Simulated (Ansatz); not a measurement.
## Yb under changes of volume

One of the cells (41.281 Å³/atom); the others are scaled copies at fixed shape and fractional positions:

```
CELL_PARAMETERS angstrom
0.00000 2.74310 2.74310
2.74310 0.00000 2.74310
2.74310 2.74310 0.00000
ATOMIC_POSITIONS crystal
Yb 0.00000 0.00000 0.00000
```

| Quantity | Value |
| --- | --- |
| Program | Ansatz 0.2.0 |
| Functional | PBEsol |
| Potentials or basis | Ansatz PAW |
| Cutoff | 420 eV (not typed: the program's choice for these potentials) |
| k mesh | 8 × 8 × 8 |
| Occupations | fermi-dirac, width 0.05 eV |
| Spin | collinear spin, ferromagnetic start |
| Starting moments | [1.0] μB |

| volume (Å³/atom) | energy over the lowest point (meV/atom) | pressure (GPa) |
| --- | --- | --- |
| 38.805 | 0.00 | -2.7 |
| 39.630 | 14.95 | -2.9 |
| 40.456 | ? | ? |
| 41.281 | 47.85 | -3.3 |
| 42.107 | 65.56 | -3.4 |
| 42.933 | 83.99 | -3.6 |
| 43.758 | 103.05 | -3.7 |

Task: What does the run at 40.456 Å³/atom give?

Result: Energy over the lowest point 30.91 meV/atom; pressure -3.1 GPa.

Worked out: A Birch-Murnaghan fit of order 3 (a polynomial in V^(-2/3)) to the other rows has no minimum within the range. It gives 30.95 meV/atom at 40.456 Å³/atom, against the run's 30.91, and -dE/dV = -3.2 GPa, against -3.1.

Energies are extrapolated to zero smearing.

Caveats: the PAW data sets come from PBE, with cores solved anew for the run's functional, which leaves a small shift of forces and pressure; the starting moments weren't kept.
